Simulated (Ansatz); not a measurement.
HfC: consecutive steps of a trajectory

The calculation used Ansatz, DFT PBE, scalar-relativistic, plane waves, PAW. Settings: plane waves to 420 eV, k-mesh 2×2×2 (shifted by 0.5, 0.5, 0.5 steps), Fermi–Dirac smearing 0.05 eV. The mesh is coarse. Spin–orbit coupling is left out, which can shift energies with elements as heavy as these. No spin polarisation.

16 atoms, starting at 1.01 times the perfect crystal's volume (space group Fm-3m, the cell as given, not relaxed at this level); constant energy, velocities drawn at 450 K, fixed cell; 57 steps of 2 fs. The run is short and not equilibrated.

Positions in Å, velocities in 0.01 Å/fs, forces in eV/Å; dE is the potential energy from the first frame shown.

```xyz
16
Lattice="-4.6654 4.6654 0.0000 -4.6654 0.0000 4.6654 0.0000 4.6654 4.6654" Properties=species:S:1:pos:R:3:v100:R:3:forces:R:3 pbc="T T T" time_fs=38.00 dE_eV=0.0000 T_K=169
Hf   -6.9926    6.9659    6.9663    0.0192    0.0065   -0.0794   -0.2290    1.0486   -0.1514
Hf   -4.6902    4.6898    7.0231    0.0146    0.0379    0.0911    0.7325   -0.5932    0.3233
Hf   -4.5717    6.9615    4.6869    0.1280   -0.0407    0.0502   -1.5696    0.6397   -0.1807
Hf   -7.0000    4.6660    4.7229    0.0080    0.0452    0.0287    0.2121    0.6635   -1.5661
Hf   -2.3980    4.6400    4.6766   -0.1020   -0.0960    0.0421    0.9014   -0.1512    0.0429
Hf   -4.7550    2.3764    4.6603   -0.1255    0.0867   -0.0364    1.3559   -0.4946   -0.3064
Hf   -4.6229    4.6993    2.2369    0.0249    0.0532   -0.1481   -1.4320   -0.7243    1.4421
Hf   -2.2849    2.3201    2.3460    0.0862   -0.0548    0.0853   -0.8100   -0.3812    0.4318
C     0.0385    0.0348    0.0163    0.2057    0.6034    0.0112   -0.7045   -0.3828   -0.4733
C    -2.3317    2.3855    0.0362   -0.0857    0.1749    0.0413   -0.0882   -0.7693   -0.2111
C    -2.3256    0.0168    2.3638    0.2503   -0.5082   -0.5465   -0.3627   -0.0642   -0.3967
C    -0.0387    2.3121    2.3519   -0.3531   -0.0538    0.3918    0.4978    0.5610   -0.2304
C    -4.7157    2.2849    2.3197   -0.7303   -0.7937    0.0280    0.4279    0.7167    0.1848
C    -2.4132    4.7023    2.3357   -0.4355   -0.0122   -0.0886    1.0723   -0.2456    0.3110
C    -2.3209    2.3252    4.6321    0.1548   -0.0344   -0.6747   -0.2037    0.2914    0.7113
C    -4.6781    4.6707    4.6730    0.2005    0.0579    0.3399    0.1998   -0.1145    0.0689
16
Lattice="-4.6654 4.6654 0.0000 -4.6654 0.0000 4.6654 0.0000 4.6654 4.6654" Properties=species:S:1:pos:R:3:v100:R:3:forces:R:3 pbc="T T T" time_fs=40.00 dE_eV=0.0627 T_K=137
Hf   -6.9923    6.9661    6.9647    0.0165    0.0178   -0.0810   -0.2789    1.0341   -0.1458
Hf   -4.6898    4.6904    7.0249    0.0223    0.0311    0.0945    0.7016   -0.6652    0.3045
Hf   -4.5693    6.9608    4.6879    0.1108   -0.0339    0.0481   -1.5994    0.6205   -0.2069
Hf   -6.9998    4.6669    4.7233    0.0103    0.0524    0.0118    0.2179    0.6689   -1.5674
Hf   -2.3999    4.6381    4.6775   -0.0921   -0.0974    0.0425    0.9197   -0.1126    0.0215
Hf   -4.7573    2.3781    4.6595   -0.1108    0.0812   -0.0398    1.3615   -0.5254   -0.3179
Hf   -4.6226    4.7003    2.2341    0.0091    0.0452   -0.1323   -1.4865   -0.7487    1.4697
Hf   -2.2832    2.3189    2.3478    0.0772   -0.0589    0.0896   -0.8526   -0.3799    0.3747
C     0.0415    0.0462    0.0157    0.0907    0.5329   -0.0636   -0.7268   -0.4952   -0.4571
C    -2.3336    2.3878    0.0367   -0.0986    0.0492    0.0068   -0.0725   -0.7958   -0.2186
C    -2.3212    0.0065    2.3522    0.1898   -0.5109   -0.6013   -0.3904    0.0308   -0.2853
C    -0.0449    2.3119    2.3593   -0.2673    0.0364    0.3496    0.5700    0.5623   -0.2947
C    -4.7296    2.2701    2.3206   -0.6488   -0.6610    0.0586    0.5863    0.9355    0.1965
C    -2.4202    4.7017    2.3344   -0.2555   -0.0535   -0.0408    1.1686   -0.2686    0.2850
C    -2.3182    2.3250    4.6198    0.1189    0.0098   -0.5487   -0.2432    0.2592    0.8567
C    -4.6738    4.6717    4.6799    0.2266    0.0390    0.3443    0.1247   -0.1200   -0.0147
16
Lattice="-4.6654 4.6654 0.0000 -4.6654 0.0000 4.6654 0.0000 4.6654 4.6654" Properties=species:S:1:pos:R:3:v100:R:3:forces:R:3 pbc="T T T" time_fs=42.00 dE_eV=0.1141 T_K=111
Hf   -6.9920    6.9666    6.9631    0.0132    0.0288   -0.0825   -0.3221    1.0131   -0.1298
Hf   -4.6893    4.6910    7.0269    0.0297    0.0236    0.0976    0.6667   -0.7285    0.2777
Hf   -4.5672    6.9601    4.6888    0.0934   -0.0273    0.0458   -1.6202    0.5980   -0.2329
Hf   -6.9996    4.6681    4.7233    0.0127    0.0596   -0.0051    0.2188    0.6618   -1.5514
Hf   -2.4017    4.6361    4.6783   -0.0821   -0.0984    0.0426    0.9380   -0.0711   -0.0023
Hf   -4.7594    2.3797    4.6587   -0.0961    0.0753   -0.0433    1.3625   -0.5540   -0.3300
Hf   -4.6225    4.7011    2.2316   -0.0071    0.0370   -0.1164   -1.5116   -0.7628    1.4845
Hf   -2.2818    2.3177    2.3496    0.0678   -0.0629    0.0934   -0.8826   -0.3647    0.3161
C     0.0421    0.0561    0.0137   -0.0246    0.4459   -0.1332   -0.7086   -0.5880   -0.4090
C    -2.3356    2.3875    0.0364   -0.1087   -0.0776   -0.0283   -0.0528   -0.7825   -0.2182
C    -2.3180   -0.0037    2.3397    0.1268   -0.4983   -0.6367   -0.3942    0.1256   -0.1546
C    -0.0494    2.3136    2.3659   -0.1722    0.1242    0.2983    0.6145    0.5304   -0.3442
C    -4.7416    2.2584    2.3221   -0.5434   -0.4958    0.0906    0.7260    1.1210    0.2013
C    -2.4235    4.7002    2.3340   -0.0648   -0.0981    0.0009    1.2046   -0.2864    0.2334
C    -2.3162    2.3256    4.6102    0.0773    0.0471   -0.4025   -0.2747    0.2046    0.9631
C    -4.6691    4.6723    4.6868    0.2395    0.0201    0.3347    0.0358   -0.1163   -0.1038
16
Lattice="-4.6654 4.6654 0.0000 -4.6654 0.0000 4.6654 0.0000 4.6654 4.6654" Properties=species:S:1:pos:R:3:v100:R:3:forces:R:3 pbc="T T T" time_fs=44.00 dE_eV=0.1486 T_K=93
Hf   -6.9917    6.9673    6.9614    0.0095    0.0396   -0.0838   -0.3570    0.9858   -0.1051
Hf   -4.6886    4.6914    7.0288    0.0367    0.0154    0.1004    0.6271   -0.7775    0.2442
Hf   -4.5655    6.9597    4.6897    0.0759   -0.0209    0.0431   -1.6324    0.5741   -0.2577
Hf   -6.9993    4.6693    4.7231    0.0150    0.0667   -0.0217    0.2151    0.6423   -1.5191
Hf   -2.4032    4.6341    4.6792   -0.0719   -0.0989    0.0424    0.9565   -0.0265   -0.0300
Hf   -4.7612    2.3811    4.6578   -0.0814    0.0692   -0.0469    1.3599   -0.5805   -0.3411
Hf   -4.6229    4.7018    2.2294   -0.0234    0.0287   -0.1003   -1.5064   -0.7694    1.4883
Hf   -2.2805    2.3164    2.3515    0.0582   -0.0667    0.0965   -0.9008   -0.3364    0.2597
C     0.0405    0.0640    0.0104   -0.1339    0.3457   -0.1927   -0.6528   -0.6596   -0.3327
C    -2.3379    2.3847    0.0355   -0.1153   -0.1993   -0.0627   -0.0295   -0.7318   -0.2094
C    -2.3161   -0.0134    2.3268    0.0650   -0.4707   -0.6498   -0.3746    0.2178   -0.0089
C    -0.0518    2.3169    2.3713   -0.0722    0.2044    0.2402    0.6306    0.4681   -0.3791
C    -4.7513    2.2503    2.3242   -0.4174   -0.3043    0.1226    0.8427    1.2628    0.1974
C    -2.4228    4.6978    2.3344    0.1267   -0.1450    0.0326    1.1797   -0.2967    0.1614
C    -2.3151    2.3269    4.6037    0.0314    0.0741   -0.2427   -0.2967    0.1320    1.0265
C    -4.6642    4.6725    4.6933    0.2374    0.0023    0.3108   -0.0614   -0.1044   -0.1944
16
Lattice="-4.6654 4.6654 0.0000 -4.6654 0.0000 4.6654 0.0000 4.6654 4.6654" Properties=species:S:1:pos:R:3:v100:R:3:forces:R:3 pbc="T T T" time_fs=46.00 dE_eV=0.1636 T_K=85
Hf   -6.9916    6.9682    6.9598    0.0055    0.0501   -0.0847   -0.3828    0.9524   -0.0731
Hf   -4.6878    4.6916    7.0309    0.0433    0.0068    0.1029    0.5821   -0.8082    0.2053
Hf   -4.5642    6.9593    4.6906    0.0582   -0.0149    0.0402   -1.6356    0.5506   -0.2805
Hf   -6.9990    4.6707    4.7225    0.0173    0.0735   -0.0378    0.2073    0.6114   -1.4715
Hf   -2.4046    4.6321    4.6800   -0.0614   -0.0989    0.0419    0.9749    0.0210   -0.0621
Hf   -4.7626    2.3824    4.6568   -0.0667    0.0628   -0.0507    1.3542   -0.6052   -0.3497
Hf   -4.6235    4.7023    2.2276   -0.0395    0.0204   -0.0842   -1.4724   -0.7707    1.4828
Hf   -2.2795    2.3150    2.3535    0.0484   -0.0701    0.0990   -0.9083   -0.2958    0.2081
C     0.0368    0.0699    0.0060   -0.2317    0.2358   -0.2383   -0.5642   -0.7083   -0.2343
C    -2.3403    2.3795    0.0339   -0.1180   -0.3101   -0.0949   -0.0034   -0.6484   -0.1920
C    -2.3154   -0.0225    2.3137    0.0082   -0.4288   -0.6388   -0.3330    0.3048    0.1456
C    -0.0522    2.3218    2.3755    0.0282    0.2725    0.1776    0.6193    0.3800   -0.3996
C    -4.7583    2.2462    2.3270   -0.2748   -0.0943    0.1532    0.9329    1.3524    0.1832
C    -2.4184    4.6944    2.3353    0.3097   -0.1927    0.0516    1.0981   -0.2973    0.0753
C    -2.3149    2.3286    4.6005   -0.0172    0.0885   -0.0763   -0.3080    0.0467    1.0448
C    -4.6596    4.6724    4.6992    0.2195   -0.0129    0.2725   -0.1610   -0.0855   -0.2825
16
Lattice="-4.6654 4.6654 0.0000 -4.6654 0.0000 4.6654 0.0000 4.6654 4.6654" Properties=species:S:1:pos:R:3:v100:R:3:forces:R:3 pbc="T T T" time_fs=48.00 dE_eV=0.1590 T_K=88
Hf   -6.9915    6.9693    6.9581    0.0013    0.0602   -0.0853   -0.3979    0.9137   -0.0347
Hf   -4.6869    4.6917    7.0330    0.0493   -0.0019    0.1048    0.5326   -0.8178    0.1624
Hf   -4.5632    6.9591    4.6913    0.0405   -0.0090    0.0371   -1.6298    0.5285   -0.3002
Hf   -6.9986    4.6723    4.7216    0.0195    0.0798   -0.0534    0.1965    0.5707   -1.4107
Hf   -2.4057    4.6302    4.6809   -0.0508   -0.0984    0.0410    0.9917    0.0705   -0.0986
Hf   -4.7638    2.3836    4.6558   -0.0521    0.0561   -0.0545    1.3457   -0.6285   -0.3544
Hf   -4.6244    4.7026    2.2261   -0.0551    0.0121   -0.0683   -1.4143   -0.7695    1.4703
Hf   -2.2786    2.3136    2.3555    0.0386   -0.0730    0.1010   -0.9066   -0.2445    0.1631
C     0.0312    0.0735    0.0009   -0.3131    0.1200   -0.2668   -0.4494   -0.7329   -0.1211
C    -2.3426    2.3723    0.0317   -0.1162   -0.4055   -0.1237    0.0249   -0.5383   -0.1665
C    -2.3158   -0.0306    2.3012   -0.0405   -0.3734   -0.6028   -0.2730    0.3839    0.3023
C    -0.0507    2.3278    2.3784    0.1248    0.3249    0.1129    0.5825    0.2724   -0.4065
C    -4.7623    2.2465    2.3303   -0.1201    0.1256    0.1806    0.9931    1.3841    0.1581
C    -2.4104    4.6901    2.3365    0.4756   -0.2395    0.0563    0.9676   -0.2860   -0.0174
C    -2.3158    2.3304    4.6006   -0.0666    0.0886    0.0894   -0.3075   -0.0448    1.0175
C    -4.6555    4.6720    4.7042    0.1860   -0.0247    0.2206   -0.2562   -0.0612   -0.3636
16
Lattice="-4.6654 4.6654 0.0000 -4.6654 0.0000 4.6654 0.0000 4.6654 4.6654" Properties=species:S:1:pos:R:3:v100:R:3:forces:R:3 pbc="T T T" time_fs=50.00 dE_eV=0.1372 T_K=99
Hf   -6.9915    6.9706    6.9563   -0.0030    0.0698   -0.0855   -0.4012    0.8705    0.0100
Hf   -4.6859    4.6915    7.0351    0.0548   -0.0107    0.1064    0.4803   -0.8063    0.1164
Hf   -4.5626    6.9589    4.6920    0.0230   -0.0034    0.0337   -1.6146    0.5084   -0.3168
Hf   -6.9982    4.6739    4.7203    0.0215    0.0858   -0.0683    0.1839    0.5215   -1.3391
Hf   -2.4066    4.6282    4.6817   -0.0400   -0.0974    0.0397    1.0055    0.1208   -0.1387
Hf   -4.7647    2.3847    4.6547   -0.0376    0.0492   -0.0583    1.3344   -0.6503   -0.3537
Hf   -4.6257    4.7027    2.2249   -0.0700    0.0038   -0.0525   -1.3373   -0.7672    1.4528
Hf   -2.2779    2.3121    2.3575    0.0289   -0.0753    0.1026   -0.8969   -0.1844    0.1250
C     0.0242    0.0747   -0.0047   -0.3746    0.0023   -0.2767   -0.3158   -0.7329   -0.0015
C    -2.3449    2.3633    0.0290   -0.1099   -0.4815   -0.1479    0.0541   -0.4087   -0.1341
C    -2.3170   -0.0374    2.2896   -0.0785   -0.3063   -0.5421   -0.1993    0.4522    0.4537
C    -0.0473    2.3347    2.3800    0.2136    0.3590    0.0481    0.5231    0.1517   -0.4003
C    -4.7631    2.2513    2.3342    0.0417    0.3456    0.2031    1.0200    1.3549    0.1219
C    -2.3994    4.6848    2.3376    0.6175   -0.2835    0.0461    0.7984   -0.2618   -0.1089
C    -2.3176    2.3321    4.6040   -0.1150    0.0742    0.2472   -0.2947   -0.1353    0.9465
C    -4.6521    4.6714    4.7080    0.1381   -0.0323    0.1566   -0.3401   -0.0331   -0.4334
```

Task: What is the next frame?

Result:
```xyz
16
Lattice="-4.6654 4.6654 0.0000 -4.6654 0.0000 4.6654 0.0000 4.6654 4.6654" Properties=species:S:1:pos:R:3:v100:R:3:forces:R:3 pbc="T T T" time_fs=52.00 dE_eV=0.1024 T_K=116
Hf   -6.9916    6.9721    6.9546   -0.0073    0.0790   -0.0851   -0.3920    0.8237    0.0617
Hf   -4.6847    4.6912    7.0372    0.0597   -0.0193    0.1074    0.4277   -0.7757    0.0681
Hf   -4.5623    6.9589    4.6927    0.0057    0.0020    0.0302   -1.5894    0.4907   -0.3305
Hf   -6.9978    4.6757    4.7188    0.0234    0.0911   -0.0823    0.1705    0.4650   -1.2589
Hf   -2.4073    4.6263    4.6825   -0.0291   -0.0958    0.0380    1.0145    0.1703   -0.1810
Hf   -4.7653    2.3856    4.6535   -0.0233    0.0421   -0.0621    1.3202   -0.6707   -0.3463
Hf   -4.6272    4.7027    2.2240   -0.0839   -0.0045   -0.0369   -1.2464   -0.7639    1.4320
Hf   -2.2774    2.3106    2.3596    0.0193   -0.0770    0.1038   -0.8802   -0.1171    0.0931
C     0.0162    0.0736   -0.0102   -0.4137   -0.1135   -0.2674   -0.1712   -0.7081    0.1163
C    -2.3470    2.3530    0.0258   -0.0989   -0.5358   -0.1664    0.0830   -0.2669   -0.0970
C    -2.3189   -0.0428    2.2795   -0.1040   -0.2293   -0.4581   -0.1182    0.5066    0.5915
C    -0.0421    2.3422    2.3803    0.2913    0.3732   -0.0147    0.4444    0.0252   -0.3815
C    -4.7606    2.2603    2.3385    0.2048    0.5561    0.2190    1.0107    1.2654    0.0760
C    -2.3857    4.6787    2.3383    0.7300   -0.3226    0.0220    0.6017   -0.2244   -0.1917
C    -2.3204    2.3334    4.6105   -0.1603    0.0458    0.3903   -0.2694   -0.2173    0.8354
C    -4.6499    4.6707    4.7104    0.0782   -0.0352    0.0826   -0.4059   -0.0029   -0.4873
```

Cost: 1 run of about 4.4 core-minutes (earlier runs that led there not counted), on Intel Xeon 6975P-C (Granite Rapids) (shared hosts).